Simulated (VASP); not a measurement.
The system is Sb2Se3.

```xyz
5
Lattice="4.1039 0.0000 0.0000 -2.0520 3.5541 0.0000 0.0000 0.0000 9.1520" Properties=species:S:1:pos:R:3 pbc="T T T"
Sb    2.0520    1.1847    7.4230
Sb    0.0000    2.3694    1.7290
Se    2.0520    1.1847    3.1780
Se    0.0000    2.3694    5.9740
Se    0.0000    0.0000    0.0000
```

The cell was built by a generator and needn't be a form met in nature.

- Program: VASP 6.6.1
- Task: relaxation of cell and atoms
- Functional: PBE
- Potentials or basis: VASP PAW PBE potentials, release 64 (Sb, Se)
- Cutoff: 520 eV
- k mesh: 8 × 8 × 4
- Occupations: gaussian, width 0.1 eV
- Spin: no spin polarisation

At the start: pressure 4.2 GPa; volume 26.70 Å³/atom.

Task: Where does the relaxation end?

Result: Over 35 steps the energy falls by 46.4 meV/atom and the volume is 29.99 Å³/atom (+12.3 %); space group P-3m1 (No. 164, to 0.05 Å).

The path:
```csv
step,energy change (eV),largest force (eV/Å),pressure (GPa),volume (Å³)
1,0.0000,0.5634,4.19,133.49
2,-0.1118,0.3879,-2.16,147.41
3,-0.1414,0.2305,-0.41,142.78
4,-0.1806,0.1246,-0.32,142.83
5,-0.2111,0.0912,-0.10,142.77
6,-0.2111,0.0982,-0.09,142.77
7,-0.2130,0.0794,0.13,142.34
8,-0.2137,0.0537,0.44,141.76
9,-0.2145,0.0465,0.42,141.89
10,-0.2164,0.0737,0.33,142.27
11,-0.2185,0.1282,0.18,143.02
12,-0.2188,0.1547,0.10,143.38
13,-0.2213,0.1341,0.05,143.95
14,-0.2265,0.0750,-0.11,145.67
15,-0.2266,0.1209,-0.36,149.14
16,-0.2282,0.0435,-0.24,147.45
17,-0.2294,0.0864,0.16,147.11
18,-0.2295,0.0819,0.11,147.14
19,-0.2309,0.0278,0.09,147.47
20,-0.2311,0.0221,0.08,147.70
21,-0.2313,0.0381,-0.06,148.23
22,-0.2313,0.0384,-0.05,148.25
23,-0.2315,0.0190,-0.03,148.38
24,-0.2316,0.0266,-0.01,148.52
25,-0.2316,0.0235,0.01,148.58
26,-0.2318,0.0130,0.04,148.75
27,-0.2318,0.0214,0.14,149.08
28,-0.2319,0.0135,0.08,148.88
29,-0.2319,0.0070,0.06,149.02
30,-0.2320,0.0198,-0.04,149.43
31,-0.2321,0.0184,-0.03,149.52
32,-0.2322,0.0148,-0.03,149.78
33,-0.2322,0.0143,-0.01,150.30
34,-0.2322,0.0145,-0.02,149.99
35,-0.2322,0.0016,0.02,149.93
```

Final structure:
```
Sb Se
1.0
     4.06669    0.00000    0.00000
    -2.03335    3.52186    0.00000
     0.00000    0.00000   10.46835
Sb Se
2 3
Cartesian
  2.0333 1.1740 8.5756
  0.0000 2.3479 1.8927
  2.0333 1.1740 3.4485
  0.0000 2.3479 7.0199
  -2.0333 3.5219 0.0000
```

Caveat: this functional lacks dispersion, which binds the layers, so the pressure and a relaxed spacing across them are unreliable.
